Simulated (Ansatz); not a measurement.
# Relaxing indium (A15)

The calculation used DFT, RPBE, plane waves (420 eV) with PAW, scalar-relativistic (Ansatz). (PAW data from PBE, frozen cores regenerated.)

k-point mesh 5×5×5, Fermi-Dirac smearing 0.1 eV, no spin polarisation. Cell and atoms relax.

Starting structure:

```yaml
crystal:
  lattice:
    - [5.93588, 0.00000, 0.00000]
    - [0.00000, 5.93588, 0.00000]
    - [0.00000, 0.00000, 5.93588]
  atoms:
    - { symbol: In, position: [0.00000, 0.00000, 0.00000] }
    - { symbol: In, position: [0.50000, 0.50000, 0.50000] }
    - { symbol: In, position: [0.25000, 0.00000, 0.50000] }
    - { symbol: In, position: [0.75000, 0.00000, 0.50000] }
    - { symbol: In, position: [0.50000, 0.25000, 0.00000] }
    - { symbol: In, position: [0.50000, 0.75000, 0.00000] }
    - { symbol: In, position: [0.00000, 0.50000, 0.25000] }
    - { symbol: In, position: [0.00000, 0.50000, 0.75000] }
```

The pressure at the start is 4.9 GPa. By how much does the volume change?

From 26.14 to 29.61 Å³ per atom, 13.3 %. The final cell has a = 6.188 Å.

How much energy does the relaxation gain?

46.8 meV per atom.
